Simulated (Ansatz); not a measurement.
# SnTe (Pm-3m) in Ansatz: settings compared

One crystal, SnTe, is run at these levels: LDA, PBEsol, RPBE+D4, revPBE+D3(BJ); tasks: relaxation of cell and atoms.

Everything below comes from runs of Ansatz 0.2.0. Logs are shortened: lines on timing, memory, paths and dates and some standing lists are left out, and cuts for length are marked.

### 1 Starting point

It takes space group Pm-3m (No. 221, cubic). The conventional cell has a = 3.905 Å, b = 3.905 Å, c = 3.905 Å, α = 90.00°, β = 90.00°, γ = 90.00°. Te (site symmetry m-3m) has 8 Sn at 3.38 Å as nearest neighbours. Sn (site symmetry m-3m) is surrounded by 8 Te at 3.38 Å.

Measurements of this composition are mostly on another form, of space group No. 225.

### 2 Relaxation of cell and atoms, LDA

Input file input.yaml:

```yaml
crystal:
  lattice:
    - [3.9047, 0.0, 0.0]
    - [0.0, 3.9047, 0.0]
    - [0.0, 0.0, 3.9047]
  atoms:
    - { symbol: Te, position: [0.5, 0.5, 0.5] }
    - { symbol: Sn, position: [0.0, 0.0, 0.0] }
hamiltonian:
  xc: lda
  pseudopotentials: { kind: paw }
kpoints:
  mp_grid: { grid: [7, 7, 7] }
scf:
  occupations: { method: fermi_dirac, width: 0.05 }
output:
  forces: true
  stress: true
  eigenvalues: true
relax:
  f_tol: 0.01
  max_steps: 40
  cell: { stress_tol: 0.05 }
```

Potentials or basis: Ansatz PAW.

Started as:

```bash
$ ansatz run input.yaml --threads 2 --pin off --max-ram 5632MiB --backend cpu --events-out ev --progress --plain --runs-dir out
```

Standard output:

```text
Warning: RAYON_NUM_THREADS=2 ignored (pool sized by the plan → 2); use --threads N
Engine: ansatz 0.2.0, x86_64-unknown-linux-gnu
Pseudopotentials: kind: paw
Pseudopotential: Te, paw, valence charge 16, recommended cutoff 420 eV (normal), Te.paw.azcp
Pseudopotential: Sn, paw, valence charge 14, recommended cutoff 420 eV (normal), Sn.paw.azcp
Functional definition: SPW92
  exchange = slater_x
  correlation = pw_c
Crystal: 2 atoms, lattice volume = 59.534 Å³
Basis set: ecut = 420 eV, 1189 PW (Γ)
Bands: 19, of which v1, the nominal top of the filled ones, is band 15 counted from 1 (14 counted from 0)
Symmetry: 48 space group operations
Space group: Pm-3m (ITA 221), of the structure as read, at distance tolerance 3.9e-5 Å
k-points: 20 of 343
Non-local potential: Te, projectors of the file, l = 0: 2, l = 1: 2, l = 2: 2, l = 3: 2
Non-local potential: Sn, projectors of the file, l = 0: 2, l = 1: 2, l = 2: 2, l = 3: 2
PAW form: soft (Blöchl's): semilocal exchange-correlation on the pseudo side does not see the compensation charge
PAW frozen core: Te, regenerated for the run's functional, and the local potential with it (the file was generated under x = pbe(κ = 0.804, μ = 0.2195149727645171), c = pbe(β = 0.06672455060314922))
PAW frozen core: Sn, regenerated for the run's functional, and the local potential with it (the file was generated under x = pbe(κ = 0.804, μ = 0.2195149727645171), c = pbe(β = 0.06672455060314922))
PAW one-centre angular grid: Te, 590 points (default); XC on 64 Gauss nodes
PAW one-centre angular grid: Sn, 590 points (default); XC on 64 Gauss nodes
Initial density: superposition of atomic densities (neutral atoms: chi_scale 0, normalization atom), corrected by the library's trained network
Initial wavefunctions: pseudopotential atomic-orbital guess
Functional: x = slater, c = lda
SCF iter   1: F=—  HF=-12706.788867 eV  |F-HF|=—  |Δ(HF+E_count)|=         —  Δρ=6.24e-3  dr2=3.02e-2  ethr=1.77e-3  ⟨swp⟩=6.3  Hψ=1981  notcnv=0
preconditioner: auto → Kerker (q_TF=auto, 2.434 Å⁻¹)  [metal: Δε(μ)=0.060 eV  Ē_g=16.730 eV  σ=0.050 eV  W_gap=0.28  n_scr=18 (ndim 8)  ℏωp=21.5 eV  f_vac=0.000  D(μ)=2.12/eV (n_scr^D=18)]
SCF iter   2: F=—  HF=-12706.780250 eV  |F-HF|=—  |Δ(HF+E_count)|=   8.62e-3  Δρ=3.17e-3  dr2=7.49e-3  ethr=1.01e-4  ⟨swp⟩=2.0  Hψ=603  notcnv=0
SCF iter   3: F=—  HF=-12706.778342 eV  |F-HF|=—  |Δ(HF+E_count)|=   1.91e-3  Δρ=6.52e-4  dr2=3.14e-4  ethr=2.50e-5  ⟨swp⟩=2.1  Hψ=586  notcnv=0
SCF iter   4: F=—  HF=-12706.778253 eV  |F-HF|=—  |Δ(HF+E_count)|=   8.88e-5  Δρ=1.58e-4  dr2=1.16e-5  ethr=1.05e-6  ⟨swp⟩=2.1  Hψ=573  notcnv=0
SCF iter   5: F=—  HF=-12706.778248 eV  |F-HF|=—  |Δ(HF+E_count)|=   5.20e-6  Δρ=5.98e-5  dr2=2.77e-6  ethr=3.88e-8  ⟨swp⟩=2.0  Hψ=567  notcnv=0
SCF iter   6: F=—  HF=-12706.778247 eV  |F-HF|=—  |Δ(HF+E_count)|=   8.22e-7  Δρ=1.91e-5  dr2=2.30e-7  ethr=9.23e-9  ⟨swp⟩=2.0  Hψ=565  notcnv=0
SCF iter   7: F=-12706.778247 eV  HF=-12706.778247 eV  |F-HF|=1.40e-8  |Δ(HF+E_count)|=   2.67e-8  Δρ=5.21e-6  dr2=1.45e-8  ethr=3.33e-10  ⟨swp⟩=6.7  Hψ=1851  notcnv=0
SCF 1 converged in 7 iterations: F = -12706.778247 eV  dr2 = 1.45e-8
relax step   1: F+E_penalty+E_count = -12706.77824725 eV  Δ(F+E_penalty+E_count) = +0.000e0 eV  max|allowed force component| = 8.362e-29 eV/Å  Δτ_max = 0.0000 Å  P = -4.734 GPa  Ω = 59.534 Å³  (7 SCF iters, dr2 threshold 1.00e-7 eV, accepted)
Crystal: 2 atoms, lattice volume = 52.978 Å³
Basis set: ecut = 420 eV, 1021 PW (Γ)
Initial density: handed on by an earlier stage of this run
Initial wavefunctions: those handed on with the density
iter 1 solved again at ethr=5.03e-5 eV; its pass at ethr=3.10e-3 eV (dr2=1.51e-2 eV) is discarded
SCF iter   1: F=—  HF=-12706.895449 eV  |F-HF|=—  |Δ(HF+E_count)|=         —  Δρ=3.51e-3  dr2=1.52e-2  ethr=5.03e-5  ⟨swp⟩=2.0  Hψ=2548  notcnv=0
preconditioner: auto → Kerker (q_TF=auto, 2.482 Å⁻¹)  [metal: Δε(μ)=0.053 eV  Ē_g=17.173 eV  σ=0.050 eV  W_gap=0.25  n_scr=18 (ndim 8)  ℏωp=22.8 eV  f_vac=0.000  D(μ)=1.30/eV (n_scr^D=6)]
SCF iter   2: F=—  HF=-12706.892689 eV  |F-HF|=—  |Δ(HF+E_count)|=   2.76e-3  Δρ=2.17e-3  dr2=5.87e-3  ethr=5.03e-5  ⟨swp⟩=1.1  Hψ=381  notcnv=0
SCF iter   3: F=—  HF=-12706.891134 eV  |F-HF|=—  |Δ(HF+E_count)|=   1.56e-3  Δρ=3.52e-4  dr2=6.36e-5  ethr=1.96e-5  ⟨swp⟩=2.0  Hψ=528  notcnv=0
SCF iter   4: F=—  HF=-12706.891143 eV  |F-HF|=—  |Δ(HF+E_count)|=   9.00e-6  Δρ=1.05e-4  dr2=9.13e-6  ethr=2.12e-7  ⟨swp⟩=2.6  Hψ=609  notcnv=0
SCF iter   5: F=—  HF=-12706.891141 eV  |F-HF|=—  |Δ(HF+E_count)|=   1.65e-6  Δρ=2.52e-5  dr2=2.27e-7  ethr=3.04e-8  ⟨swp⟩=2.6  Hψ=591  notcnv=0
SCF iter   6: F=-12706.891141 eV  HF=-12706.891141 eV  |F-HF|=2.53e-8  |Δ(HF+E_count)|=   1.28e-7  Δρ=6.26e-6  dr2=2.30e-8  ethr=6.67e-10  ⟨swp⟩=5.7  Hψ=1692  notcnv=0
SCF 2 converged in 6 iterations: F = -12706.891141 eV  dr2 = 2.30e-8
relax step   2: F+E_penalty+E_count = -12706.89114088 eV  Δ(F+E_penalty+E_count) = -1.129e-1 eV  max|allowed force component| = 5.391e-30 eV/Å  Δτ_max = 0.0000 Å  P = +0.066 GPa  Ω = 52.978 Å³  energy of the carried Pulay correction = +1.476e-3 eV  (6 SCF iters, dr2 threshold 2.00e-7 eV, accepted)
Crystal: 2 atoms, lattice volume = 53.058 Å³
iter 1 solved again at ethr=5.33e-9 eV; its pass at ethr=3.10e-3 eV (dr2=1.60e-6 eV) is discarded
SCF iter   1: F=—  HF=-12706.891131 eV  |F-HF|=—  |Δ(HF+E_count)|=         —  Δρ=3.40e-5  dr2=8.59e-7  ethr=5.33e-9  ⟨swp⟩=3.0  Hψ=2449  notcnv=0
preconditioner: auto → Kerker (q_TF=auto, 2.481 Å⁻¹)  [metal: Δε(μ)=0.078 eV  Ē_g=17.143 eV  σ=0.050 eV  W_gap=0.36  n_scr=18 (ndim 8)  ℏωp=22.8 eV  f_vac=0.000  D(μ)=1.24/eV (n_scr^D=6)]
SCF iter   2: F=—  HF=-12706.891131 eV  |F-HF|=—  |Δ(HF+E_count)|=   1.24e-7  Δρ=2.15e-5  dr2=3.43e-7  ethr=2.86e-9  ⟨swp⟩=1.1  Hψ=381  notcnv=0
SCF iter   3: F=-12706.891131 eV  HF=-12706.891131 eV  |F-HF|=1.25e-9  |Δ(HF+E_count)|=   6.80e-8  Δρ=3.12e-6  dr2=5.56e-9  ethr=3.68e-11  ⟨swp⟩=4.3  Hψ=1623  notcnv=0
SCF 3 converged in 3 iterations: F = -12706.891131 eV  dr2 = 5.56e-9
relax step   3: F+E_penalty+E_count = -12706.89113129 eV  Δ(F+E_penalty+E_count) = +9.589e-6 eV  max|allowed force component| = 1.210e-29 eV/Å  Δτ_max = 0.0000 Å  P = -0.025 GPa  Ω = 53.058 Å³  energy of the carried Pulay correction = +1.456e-3 eV  (3 SCF iters, dr2 threshold 1.10e-8 eV, accepted)
Initial wavefunctions: pseudopotential atomic-orbital guess (no wavefunctions were taken with the density)
iter 1 solved again at ethr=3.07e-7 eV; its pass at ethr=3.10e-3 eV (dr2=9.20e-5 eV) is discarded
SCF iter   1: F=—  HF=-12706.889835 eV  |F-HF|=—  |Δ(HF+E_count)|=         —  Δρ=1.12e-4  dr2=9.82e-7  ethr=3.07e-7  ⟨swp⟩=3.0  Hψ=2985  notcnv=0
SCF iter   2: F=—  HF=-12706.889835 eV  |F-HF|=—  |Δ(HF+E_count)|=   6.65e-8  Δρ=5.68e-5  dr2=2.73e-7  ethr=3.27e-9  ⟨swp⟩=2.0  Hψ=677  notcnv=0
SCF iter   3: F=—  HF=-12706.889836 eV  |F-HF|=—  |Δ(HF+E_count)|=   7.26e-8  Δρ=1.20e-5  dr2=2.82e-8  ethr=9.11e-10  ⟨swp⟩=2.1  Hψ=512  notcnv=0
SCF iter   4: F=—  HF=-12706.889836 eV  |F-HF|=—  |Δ(HF+E_count)|=   4.67e-9  Δρ=1.20e-6  dr2=8.23e-10  ethr=9.39e-11  ⟨swp⟩=2.0  Hψ=480  notcnv=0
SCF iter   5: F=—  HF=-12706.889836 eV  |F-HF|=—  |Δ(HF+E_count)|=  3.55e-10  Δρ=2.87e-7  dr2=3.13e-11  ethr=2.74e-12  ⟨swp⟩=2.1  Hψ=620  notcnv=0
SCF iter   6: F=-12706.889836 eV  HF=-12706.889836 eV  |F-HF|=3.64e-12  |Δ(HF+E_count)|=  1.46e-11  Δρ=9.27e-8  dr2=4.22e-12  ethr=1.00e-12  ⟨swp⟩=6.1  Hψ=1639  notcnv=0
SCF 4 converged in 6 iterations: F = -12706.889836 eV  dr2 = 4.22e-12
relax step   4: F+E_penalty+E_count = -12706.88983552 eV  Δ(F+E_penalty+E_count) = +1.296e-3 eV  max|allowed force component| = 4.076e-30 eV/Å  Δτ_max = 0.0000 Å  P = -0.037 GPa  Ω = 53.058 Å³  stress off target by 3.75e-2 GPa  SCF on the basis re-selected at this cell (its energy is not comparable with the rows above)  (6 SCF iters)
basis re-selected at this cell: Δ(F+E_penalty+E_count) = +1.296e-3 eV, ΔP = -0.013 GPa vs the last step (what re-selecting the basis moved, of the pressure what is left beyond the Pulay correction that the steps carried, after the strain that the cell walked since its last selection, with what the two solves' SCF thresholds leave and, on support functions, any second-order correction that the steps lacked; it is no measure of the basis error at this ecutwfc). This SCF's stress stands 3.75e-2 GPa from its target on what of the cell is left free (relax.cell.stress_tol is 5.00e-2 GPa) and its largest allowed force component is 4.08e-30 eV/Å (relax.f_tol is 1.00e-2 eV/Å): within both
SCF converged after 6 iterations
Free energy (F): -12706.889836 eV
Harris-Foulkes:  -12706.889836 eV  (|F-HF|=3.64e-12)
Internal energy: -12706.880424 eV  (E = F + TS)
E sigma→0 (E₀):  -12706.885130 eV
Entropy (-TS):   -0.009411 eV (-4.706 meV/atom)
Fermi energy:    11.367680 eV
--- Per-component energies (eV) ---
  E_band       = -291.617203
  E_kinetic    = 370.041014
  E_local      = -1795.086345  (includes V_loc(G=0)·N_el)
  E_nonlocal   = -333.212552
  E_hartree    = 1202.706822
  E_xc         = -504.533438
  E_vxc        = -205.377323  (∫ρ·V_xc dr)
  E_paw        = -8502.293211  (= ΣΔE_a)
  E_vpaw       = -733.395449  (= ΣTr[D̂ρ^β])
  E_aug_tail   = -0.000213  (compensation charges beyond the density's cutoff)
  E_ewald      = -3145.606061
  E_core_change = 1.103559  (= ΣΔE_core)
  E_smearing   = -0.009411  (= −TS)
  E_closure    = -0.000000  (closes the sum)
  Σ components = -12706.889836   (vs F -12706.889836, Δ=0.00e0)
--- Forces (eV/Å), atoms counted from 1 ---
  atom   1  Te    -0.00000000     0.00000000     0.00000000
  atom   2  Sn    -0.00000000     0.00000000     0.00000000
  max |Σ_I F_I| component: 8.68e-30 eV/Å
--- Stress (GPa, compression-positive) ---
       -0.037496      -0.000000       0.000000
       -0.000000      -0.037496      -0.000000
        0.000000      -0.000000      -0.037496
  P = ⅓ Tr σ = -0.0375 GPa (-0.375 kbar)
--- Band table (eV; the first three rows and the last of 20) ---
  k-point 0: bands = ["-25.3572", "-25.3572", "-25.3493", "-25.3493", "-25.3493", "-10.0378", "-10.0378", "-9.9849", "-9.9849", "-9.9849", "-1.8186", "6.3053", "9.3765", "9.3765", "9.3765", "14.8227", "14.8227", "17.4373", "17.4373"]
  k-point 1: bands = ["-25.3572", "-25.3555", "-25.3497", "-25.3497", "-25.3493", "-10.0374", "-10.0283", "-9.9884", "-9.9884", "-9.9848", "-1.6352", "5.5584", "9.4927", "9.5876", "9.5876", "15.0046", "15.7306", "16.7326", "16.7410"]
  k-point 2: bands = ["-25.3571", "-25.3517", "-25.3507", "-25.3507", "-25.3492", "-10.0365", "-10.0069", "-9.9961", "-9.9961", "-9.9844", "-1.1232", "4.0445", "10.0289", "10.1810", "10.1810", "14.2792", "15.2375", "15.2375", "15.5457"]
  k-point 19: bands = ["-25.3536", "-25.3536", "-25.3536", "-25.3439", "-25.3439", "-10.0212", "-10.0205", "-10.0205", "-9.9607", "-9.9607", "1.1678", "5.7638", "7.7924", "7.9060", "7.9060", "10.2122", "10.2122", "11.1773", "24.6138"]
--- Relaxed structure (3 steps of the walk, 3 accepted, 1 SCFs on fresh bases) ---
  F+E_penalty+E_count = -12706.88983552 eV   max|allowed force component| = 4.076e-30 eV/Å   (the final SCF, on the basis selected at the relaxed cell)
  cell:  # Å, volume = 53.0584 Å³
    - [3.7576652446540018, -6.419766481290786e-35, 1.5407439555097885e-33]
    - [-6.419766481290786e-35, 3.7576652446540018, 1.2839532962581572e-34]
    - [1.5407439555097885e-33, 1.2839532962581572e-34, 3.7576652446540018]
  atoms:
    - { symbol: Te, position: [0.5, 0.5, 0.5] }
    - { symbol: Sn, position: [3.2882252061834434e-35, 2.877197055409298e-35, -4.110281507732108e-36] }
```

Wall time 3.3 s (2 threads of AMD EPYC 7R43 (Zen 3), shared host); peak memory 0.39 GiB.

Results:

| Quantity | Value |
| --- | --- |
| Free energy | -12706.8898 eV |
| Relaxed volume | 26.53 Å³/atom |
| Relaxed cell | a = 3.758 Å, b = 3.758 Å, c = 3.758 Å, α = 90.00°, β = 90.00°, γ = 90.00° |
| Space group after relaxing (to 0.05 Å) | Pm-3m (No. 221) |
| Energy gained by relaxing | 55.8 meV/atom |
| Ionic steps | 4 |
| Pressure after relaxing | 0.0 GPa |
| Band gap on the k mesh | none (metal or under the smearing width) |

The path:
```
step  energy change (eV)  largest force (eV/Å)  volume (Å³)
   1              0.0000                0.0000        59.53
   2             -0.1129                0.0000        52.98
   3             -0.1129                0.0000        53.06
   4             -0.1116                0.0000        53.06
```

Final structure:
```cif
data_structure
_symmetry_space_group_name_H-M 'P 1'
_symmetry_Int_Tables_number 1
_cell_length_a 3.7577
_cell_length_b 3.7577
_cell_length_c 3.7577
_cell_angle_alpha 90.000
_cell_angle_beta 90.000
_cell_angle_gamma 90.000
_cell_volume 53.06
loop_
_atom_site_label
_atom_site_type_symbol
_atom_site_fract_x
_atom_site_fract_y
_atom_site_fract_z
_atom_site_occupancy
Te1 Te 0.50000 0.50000 0.50000 1
Sn1 Sn 0.00000 0.00000 0.00000 1
```

Caveat: the plane-wave basis is chosen anew once the cell has moved, so the energies of steps on either side of that aren't comparable; the PAW data sets come from PBE, with cores solved anew for the run's functional, which leaves a small shift of forces and pressure. The run has no spin-orbit coupling, so splittings on Te are missing.

(Part 1 of 2 ends here.)
